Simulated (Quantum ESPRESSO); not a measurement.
# Ga (Pm-3m) in Quantum ESPRESSO: convergence with wavefunction cutoff

Aim: find how far wavefunction cutoff must go before the results for Ga settle, at PBE. This setting moves, with any that are tied to it; all else stays.

Program: Quantum ESPRESSO 7.5. These are calculated values, not measurements. Logs are shortened: lines on timing, memory, paths and dates and some standing lists are left out, and cuts for length are marked.

### Step 1. Starting point

It takes space group Pm-3m (No. 221, cubic). The conventional cell has a = 2.716 Å, b = 2.716 Å, c = 2.716 Å, α = 90.00°, β = 90.00°, γ = 90.00°. Ga (site symmetry m-3m) is surrounded by 6 Ga at 2.72 Å.

The cell was built by a generator and needn't be a form met in nature.

### Step 2. With wavefunction cutoff 22 Ry

pw.in

```
&CONTROL
  calculation = 'scf'
  prefix = 'pwscf'
  outdir = './tmp'
  pseudo_dir = './pseudo'
  tprnfor = .true.
  tstress = .true.
  disk_io = 'nowf'
/
&SYSTEM
  ibrav = 0
  nat = 1
  ntyp = 1
  ecutwfc = 22
  ecutrho = 448
  nbnd = 16
  occupations = 'smearing'
  smearing = 'fd'
  degauss = 0.00999582
/
&ELECTRONS
  conv_thr = 2d-10
  electron_maxstep = 120
  mixing_beta = 0.5
/
ATOMIC_SPECIES
Ga    69.7230 ga_pbe_v1.4.uspp.F.UPF
CELL_PARAMETERS angstrom
   2.7164800000    0.0000000000    0.0000000000
   0.0000000000    2.7164800000    0.0000000000
   0.0000000000    0.0000000000    2.7164800000
ATOMIC_POSITIONS crystal
Ga     0.0000000000    0.0000000000    0.0000000000
K_POINTS automatic
10 10 10 0 0 0
```

Potentials or basis: GBRV 1.5 PBE.

On the command line:

```bash
OMP_NUM_THREADS=1 pw.x -in pw.in > pw.out
```

pw.out:

```text
This program is part of the open-source Quantum ESPRESSO suite
     for quantum simulation of materials; please cite
[... 9 lines left out ...]
     --------------------
     sticks:   dense  smooth     PW     G-vecs:    dense   smooth      PW
     Sum         949     185     69                21823     1863     461

     Using Slab Decomposition

     bravais-lattice index     =            0
     lattice parameter (alat)  =       5.1334  a.u.
     unit-cell volume          =     135.2746 (a.u.)^3
     number of atoms/cell      =            1
     number of atomic types    =            1
     number of electrons       =        19.00
     number of Kohn-Sham states=           16
     kinetic-energy cutoff     =      22.0000  Ry
     charge density cutoff     =     448.0000  Ry
     scf convergence threshold =      2.0E-10
     mixing beta               =       0.5000
     number of iterations used =            8  plain     mixing
     Exchange-correlation=  SLA  PW   PBX  PBC
                           (   1   4   3   4   0   0   0)

     celldm(1)=   5.133403  celldm(2)=   0.000000  celldm(3)=   0.000000
     celldm(4)=   0.000000  celldm(5)=   0.000000  celldm(6)=   0.000000

     crystal axes: (cart. coord. in units of alat)
               a(1) = (   1.000000   0.000000   0.000000 )
               a(2) = (   0.000000   1.000000   0.000000 )
               a(3) = (   0.000000   0.000000   1.000000 )

     reciprocal axes: (cart. coord. in units 2 pi/alat)
               b(1) = (  1.000000  0.000000  0.000000 )
               b(2) = (  0.000000  1.000000  0.000000 )
               b(3) = (  0.000000  0.000000  1.000000 )

     PseudoPot. # 1 for Ga read from file:
     ga_pbe_v1.4.uspp.F.UPF
     Pseudo is Ultrasoft + core correction, Zval = 19.0
     Generated by new atomic code, or converted to UPF format
     Using radial grid of  871 points,  6 beta functions with:
                l(1) =   0
                l(2) =   0
                l(3) =   1
                l(4) =   1
                l(5) =   2
                l(6) =   2
     Q(r) pseudized with  8 coefficients,  rinner =    1.250   1.250   1.250
                                                       1.250   1.250

     atomic species   valence    mass     pseudopotential
     Ga               19.00    69.72300     Ga( 1.00)

     48 Sym. Ops., with inversion, found

   Cartesian axes

     site n.     atom                  positions (alat units)
         1        Ga     tau(   1) = (   0.0000000   0.0000000   0.0000000  )

     number of k points=    56  Fermi-Dirac smearing, width (Ry)=  0.0100
                       cart. coord. in units 2pi/alat
        k(    1) = (   0.0000000   0.0000000   0.0000000), wk =   0.0020000
        k(    2) = (   0.0000000   0.0000000   0.1000000), wk =   0.0120000
        k(    3) = (   0.0000000   0.0000000   0.2000000), wk =   0.0120000
        k(    4) = (   0.0000000   0.0000000   0.3000000), wk =   0.0120000
        k(    5) = (   0.0000000   0.0000000   0.4000000), wk =   0.0120000
        k(    6) = (   0.0000000   0.0000000  -0.5000000), wk =   0.0060000
[... 48 lines left out ...]
        k(   55) = (   0.4000000  -0.5000000  -0.5000000), wk =   0.0120000
        k(   56) = (  -0.5000000  -0.5000000  -0.5000000), wk =   0.0020000

     Dense  grid:    21823 G-vectors     FFT dimensions: (  36,  36,  36)

     Smooth grid:     1863 G-vectors     FFT dimensions: (  15,  15,  15)

     Check: negative core charge=   -0.000001

     Initial potential from superposition of free atoms

     starting charge      18.0000, renormalised to      19.0000
     Starting wfcs are   12 randomized atomic wfcs +    4 random wfcs

     Self-consistent Calculation

     iteration #  1     ecut=    22.00 Ry     beta= 0.50
     Davidson diagonalization with overlap
     ethr =  1.00E-02,  avg # of iterations =  5.3

     total energy              =    -409.75143954 Ry
     estimated scf accuracy    <      10.64620061 Ry
[... 64 lines left out ...]
     iteration # 11     ecut=    22.00 Ry     beta= 0.50
     Davidson diagonalization with overlap
     ethr =  2.87E-12,  avg # of iterations =  2.0

     End of self-consistent calculation

          k = 0.0000 0.0000 0.0000 (   251 PWs)   bands (ev):

   -85.1781 -85.1781 -85.1781  -5.8161  -5.8161  -5.3865  -5.3865  -5.3865
    -0.5317  19.0060  19.0060  19.0060  21.7440  21.7440  24.3149  39.6710
[... 268 lines left out ...]
   -85.0118 -84.9750 -84.9750  -5.6073  -5.5844  -5.5844  -5.2256  -5.1747
    11.3379  12.1272  12.1272  15.5623  17.0631  19.0476  19.0476  21.2912

          k =-0.5000-0.5000-0.5000 (   208 PWs)   bands (ev):

   -84.5320 -84.5320 -84.5320  -5.4420  -5.4420  -5.4420  -5.0115  -5.0115
    12.7179  12.7179  12.7179  13.7760  18.1311  18.1311  18.1311  19.8368

     the Fermi energy is    10.0625 ev

!    total energy              =    -415.03915221 Ry
     estimated scf accuracy    <          4.2E-13 Ry
     smearing contrib. (-TS)   =      -0.00209624 Ry
     internal energy E=F+TS    =    -415.03705598 Ry

     The total energy is F=E-TS. E is the sum of the following terms:
     one-electron contribution =    -347.51718661 Ry
     hartree contribution      =     180.32554360 Ry
     xc contribution           =     -48.31610549 Ry
     ewald contribution        =    -199.52930748 Ry

     convergence has been achieved in  11 iterations

     Forces acting on atoms (cartesian axes, Ry/au):

     atom    1 type  1   force =     0.00000000    0.00000000    0.00000000

     Total force =     0.000000     Total SCF correction =     0.000000

     Computing stress (Cartesian axis) and pressure

          total   stress  (Ry/bohr**3)                   (kbar)     P=    -1954.35
  -0.01328539   0.00000000   0.00000000        -1954.35        0.00        0.00
   0.00000000  -0.01328539   0.00000000            0.00    -1954.35        0.00
   0.00000000   0.00000000  -0.01328539            0.00        0.00    -1954.35

=------------------------------------------------------------------------------=
   JOB DONE.
=------------------------------------------------------------------------------=
```

Wall time 4.5 s (1 thread of Arm Neoverse V2, shared host); peak memory 0.1 GiB.

Results:

```yaml
Free_energy: -5646.8953 eV
Pressure: -195.4 GPa
Band_gap_on_the_k_mesh: none (metal or under the smearing width)
```

### Step 3. With wavefunction cutoff 28 Ry

pw.in, as its differences from that of step 2:

```diff
@@ -13,3 +13,3 @@
   ntyp = 1
-  ecutwfc = 22
+  ecutwfc = 28
   ecutrho = 448
```

Potentials or basis: GBRV 1.5 PBE.

On the command line:

```bash
OMP_NUM_THREADS=1 pw.x -in pw.in > pw.out
```

Wall time 6.8 s (1 thread of Arm Neoverse V2, shared host); peak memory 0.1 GiB.

What came out:

* Free energy: -5650.7112 eV
* Pressure: -19.3 GPa
* Band gap on the k mesh: none (metal or under the smearing width)

### Step 4. With wavefunction cutoff 34 Ry

pw.in, as its differences from that of step 3:

```diff
@@ -13,3 +13,3 @@
   ntyp = 1
-  ecutwfc = 28
+  ecutwfc = 34
   ecutrho = 448
```

On the command line:

```bash
OMP_NUM_THREADS=1 pw.x -in pw.in > pw.out
```

Wall time 6.1 s (1 thread of Arm Neoverse V2, shared host); peak memory 0.1 GiB.

What came out:

* Free energy: -5650.9314 eV
* Pressure: 0.1 GPa
* Band gap on the k mesh: none (metal or under the smearing width)

### Step 5. With wavefunction cutoff 39 Ry

pw.in, as its differences from that of step 4:

```diff
@@ -13,3 +13,3 @@
   ntyp = 1
-  ecutwfc = 34
+  ecutwfc = 39
   ecutrho = 448
```

On the command line:

```bash
OMP_NUM_THREADS=1 pw.x -in pw.in > pw.out
```

Wall time 9.8 s (1 thread of Arm Neoverse V2, shared host); peak memory 0.11 GiB.

Results:

```yaml
Free_energy: -5650.9393 eV
Pressure: -0.5 GPa
Band_gap_on_the_k_mesh: none (metal or under the smearing width)
```

### Step 6. With wavefunction cutoff 45 Ry

pw.in, as its differences from that of step 5:

```diff
@@ -13,3 +13,3 @@
   ntyp = 1
-  ecutwfc = 39
+  ecutwfc = 45
   ecutrho = 448
```

Potentials or basis: GBRV 1.5 PBE.

On the command line:

```bash
OMP_NUM_THREADS=1 pw.x -in pw.in > pw.out
```

Wall time 11 s (1 thread of Arm Neoverse V2, shared host); peak memory 0.11 GiB.

The run converged. Its results:

```
Free energy            : -5650.9664 eV
Pressure               : -0.6 GPa
Band gap on the k mesh : none (metal or under the smearing width)
```

### Step 7. With wavefunction cutoff 50 Ry

pw.in, as its differences from that of step 6:

```diff
@@ -13,3 +13,3 @@
   ntyp = 1
-  ecutwfc = 45
+  ecutwfc = 50
   ecutrho = 448
```

On the command line:

```bash
OMP_NUM_THREADS=1 pw.x -in pw.in > pw.out
```

Wall time 11 s (1 thread of Arm Neoverse V2, shared host); peak memory 0.11 GiB.

Results (log left out):

```yaml
Free_energy: -5650.9790 eV
Pressure: -0.1 GPa
Band_gap_on_the_k_mesh: none (metal or under the smearing width)
```

### Step 8. With wavefunction cutoff 56 Ry

pw.in, as its differences from that of step 7:

```diff
@@ -13,3 +13,3 @@
   ntyp = 1
-  ecutwfc = 50
+  ecutwfc = 56
   ecutrho = 448
```

On the command line:

```bash
OMP_NUM_THREADS=1 pw.x -in pw.in > pw.out
```

Wall time 11 s (1 thread of Arm Neoverse V2, shared host); peak memory 0.11 GiB.

It converged, with:

```
Free energy            : -5650.9823 eV
Pressure               : 0.2 GPa
Band gap on the k mesh : none (metal or under the smearing width)
```

### Step 9. With wavefunction cutoff 67 Ry

pw.in, as its differences from that of step 8:

```diff
@@ -13,4 +13,4 @@
   ntyp = 1
-  ecutwfc = 56
-  ecutrho = 448
+  ecutwfc = 67
+  ecutrho = 536
   nbnd = 16
```

Potentials or basis: GBRV 1.5 PBE.

On the command line:

```bash
OMP_NUM_THREADS=1 pw.x -in pw.in > pw.out
```

Run time: 18 s. Hardware: 1 thread of Arm Neoverse V2, shared host; peak memory 0.14 GiB.

Results (log left out):

```yaml
Free_energy: -5650.9911 eV
Pressure: -0.2 GPa
Band_gap_on_the_k_mesh: none (metal or under the smearing width)
```

### Step 10. With wavefunction cutoff 84 Ry

pw.in, as its differences from that of step 9:

```diff
@@ -13,4 +13,4 @@
   ntyp = 1
-  ecutwfc = 67
-  ecutrho = 536
+  ecutwfc = 84
+  ecutrho = 672
   nbnd = 16
```

On the command line:

```bash
OMP_NUM_THREADS=1 pw.x -in pw.in > pw.out
```

It took 22 s on 1 thread of Arm Neoverse V2, shared host; peak memory 0.19 GiB.

It converged, with:

| Quantity | Value |
| --- | --- |
| Free energy | -5651.0099 eV |
| Pressure | 0.1 GPa |
| Band gap on the k mesh | none (metal or under the smearing width) |

### Step 11. The series at a glance

| wavefunction cutoff | energy less the tightest run, at zero smearing (meV/atom) | pressure (GPa) | SCF cycles | CPU time (s) | peak memory (GiB) |
| --- | --- | --- | --- | --- | --- |
| 22 Ry | 4114.62 | -195.43 | 11 | 4.5 | 0.1 |
| 28 Ry | 298.77 | -19.35 | 11 | 6.8 | 0.1 |
| 34 Ry | 78.52 | 0.14 | 11 | 6.1 | 0.1 |
| 39 Ry | 70.67 | -0.49 | 11 | 9.8 | 0.11 |
| 45 Ry | 43.55 | -0.64 | 11 | 11 | 0.11 |
| 50 Ry | 30.96 | -0.05 | 11 | 11 | 0.11 |
| 56 Ry | 27.59 | 0.23 | 11 | 11 | 0.11 |
| 67 Ry | 18.81 | -0.18 | 11 | 18 | 0.14 |
| 84 Ry | 0.00 | 0.06 | 11 | 22 | 0.19 |

Not settled before the last step: the energy (to 1 meV/atom), the pressure (to 0.1 GPa). The tightest run that finished is the yardstick and may itself not be fully converged.
